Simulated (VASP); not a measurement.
# A VASP 6.6.1 single-point calculation on CaO

INCAR

```
METAGGA = MS2
LCHARG = .FALSE.
ENCUT = 520
PREC = Accurate
ISIF = 2
SIGMA = 0.5
NELM = 120
LWAVE = .FALSE.
NSW = 0
EDIFF = 1E-7
ISMEAR = -5
IBRION = -1
LREAL = .FALSE.
LASPH = .TRUE.
NBANDS = 15
ALGO = Normal
```

KPOINTS

```
KPOINTS created by Atomic Simulation Environment
0
Gamma
10 10 10
0 0 0
```

POSCAR

```
Ca O
 1.0000000000000000
     0.0000000000000000    2.2776726047000002    2.2776726047000002
     2.2776726047000002    0.0000000000000000    2.2776726047000002
     2.2776726047000002    2.2776726047000002    0.0000000000000000
 Ca  O
   1   1
Cartesian
  0.0000000000000000  0.0000000000000000  0.0000000000000000
  2.2776726047000002  2.2776726047000002  2.2776726047000002
```

The recommended PBE PAW datasets give the neutral cell 16 valence electrons.

Command

```
mpirun -np 1 vasp_std
```

Q: How does this run end, and what does it give?

A: It converged. Results: gap between bands v and c on the k mesh 3.93 eV; least direct gap on the k mesh 4.24 eV; pressure 28.0 GPa. Band v is the last that the valence electrons fill when counted band by band, and c is the next.

OSZICAR

```
N       E                     dE             d eps       ncg     rms          rms(c)
DAV:   1     0.105679495947E+03    0.10568E+03   -0.81474E+03  1410   0.106E+03
DAV:   2    -0.276156087697E+02   -0.13330E+03   -0.12434E+03  1810   0.294E+02
DAV:   3    -0.323907935855E+02   -0.47752E+01   -0.47182E+01  1768   0.582E+01
DAV:   4    -0.324831536508E+02   -0.92360E-01   -0.92310E-01  1545   0.765E+00
DAV:   5    -0.324848218612E+02   -0.16682E-02   -0.16682E-02  1729   0.819E-01    0.621E+00
DAV:   6    -0.200574847996E+02    0.12427E+02   -0.10498E+01  1788   0.341E+01    0.302E+00
DAV:   7    -0.201470621077E+02   -0.89577E-01   -0.17110E+00  1578   0.129E+01    0.252E+00
DAV:   8    -0.201965907978E+02   -0.49529E-01   -0.17748E-01  1670   0.457E+00    0.156E+00
DAV:   9    -0.201921774907E+02    0.44133E-02   -0.13620E-01  1809   0.419E+00    0.674E-01
DAV:  10    -0.201833240804E+02    0.88534E-02   -0.21547E-02  1634   0.151E+00    0.976E-02
DAV:  11    -0.201843748054E+02   -0.10507E-02   -0.14202E-03  1928   0.381E-01    0.333E-02
DAV:  12    -0.201850066680E+02   -0.63186E-03   -0.41557E-04  2268   0.163E-01    0.292E-02
DAV:  13    -0.201850087692E+02   -0.21013E-05   -0.29452E-05  2157   0.618E-02    0.118E-02
DAV:  14    -0.201850129214E+02   -0.41521E-05   -0.99408E-06  1866   0.338E-02    0.564E-03
DAV:  15    -0.201850369419E+02   -0.24021E-04   -0.20238E-06  2098   0.110E-02    0.345E-03
DAV:  16    -0.201850461338E+02   -0.91919E-05   -0.12459E-07  1609   0.448E-03    0.148E-03
DAV:  17    -0.201850527178E+02   -0.65840E-05   -0.19436E-07  1965   0.332E-03    0.417E-04
DAV:  18    -0.201850537323E+02   -0.10145E-05   -0.11753E-08   852   0.104E-03    0.127E-04
DAV:  19    -0.201850537497E+02   -0.17418E-07   -0.18475E-09   775   0.446E-04
   1 F= -.20185054E+02 E0= -.20185054E+02  d E =0.000000E+00
```

For comparison, a separate r²SCAN run of the intended cell, on usual settings and not on those above, gives a gap of 4.08 eV on its mesh and a pressure of 27.1 GPa.
